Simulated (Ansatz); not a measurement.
Runs of Ansatz 0.2.0 on AlCo. It takes space group Pm-3m (No. 221, cubic). The conventional cell has a = 2.819 Å, b = 2.819 Å, c = 2.819 Å, α = 90.00°, β = 90.00°, γ = 90.00°. Co (site symmetry m-3m) is surrounded by 8 Al at 2.44 Å. Al (site symmetry m-3m) has 8 Co at 2.44 Å as nearest neighbours. The cell is a database's computed one.

| level | cell | smearing | basis error allowed | V0 of scaled cells (Å³/atom) | B0 (GPa) |
| --- | --- | --- | --- | --- | --- |
| PBEsol | Pm-3m, 11.21 Å³/atom | fermi-dirac 0.05 eV | 0.0005 eV/atom | 11.24 | 193 |
| PBE | Pm-3m, 11.21 Å³/atom | fermi-dirac 0.05 eV | 0.0005 eV/atom | (b) | 179 |
| PBEsol+D3(BJ) | P-1, 11.21 Å³/atom | fermi-dirac 0.02 eV | 0.001 eV/atom | 10.92 | 206 |
| LDA | Pm-3m, 11.21 Å³/atom | fermi-dirac 0.05 eV | 0.001 eV/atom | (c) | (a) |

Alike in all rows: task equation of state; potentials or basis all-electron LAPW, scalar-relativistic; spin collinear, ferromagnetic start; k mesh 9 × 9 × 9.

Question: Estimate the missing entries.

Answer: (a) 207; (b) 11.59; (c) 10.89.

Caveats: the cell was scaled at fixed shape and fractional positions, which overstates the stiffness of a crystal with free parameters, most of all of layers and chains (some runs).

Not every run made on this cell is shown here.
